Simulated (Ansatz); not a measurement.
Runs of Ansatz 0.2.0 on SnO. Symmetry: P4/nmm, No. 129, tetragonal system. The conventional cell has a = 3.814 Å, b = 3.814 Å, c = 4.887 Å, α = 90.00°, β = 90.00°, γ = 90.00°. Sn (site symmetry 4mm) is surrounded by 4 O at 2.23 Å. O (site symmetry -4m2) has 4 Sn at 2.23 Å as nearest neighbours. The cell is a database's computed one.

```csv
task,level,potentials or basis,cell,cutoff (eV),pressure (GPa),V0 of scaled cells (Å³/atom),relaxed volume (Å³/atom),B0 (GPa)
equation of state,LDA,PseudoDojo LDA,as given,1143,-,17.22,-,102
relaxation of cell and atoms,rPW86-PBE+rVV10,Ansatz PAW,relaxed,420,0.0,-,(a),-
relaxation of cell and atoms,PBEsol+D4,Ansatz PAW,relaxed,420,0.0,-,(b),-
equation of state,r2SCAN+D3(BJ),Ansatz PAW,as given,500,-,17.50,-,101
```

Alike in all rows: no spin polarisation; k mesh 7 × 7 × 6; smearing fermi-dirac 0.05 eV.

Task: Fill in the values left out.

Result: (a) 18.69; (b) 16.49.

Caveats: the cell was scaled at fixed shape and fractional positions, which overstates the stiffness of a crystal with free parameters, most of all of layers and chains (some runs); the plane-wave basis is chosen anew once the cell has moved, so the energies of steps on either side of that aren't comparable (some runs); the PAW data sets come from PBE, with cores solved anew for the run's functional, which leaves a small shift of forces and pressure (some runs); the PAW data sets were made with another functional, which shifts forces and pressure a little (some runs).

Runs at the PBE level aren't shown here.
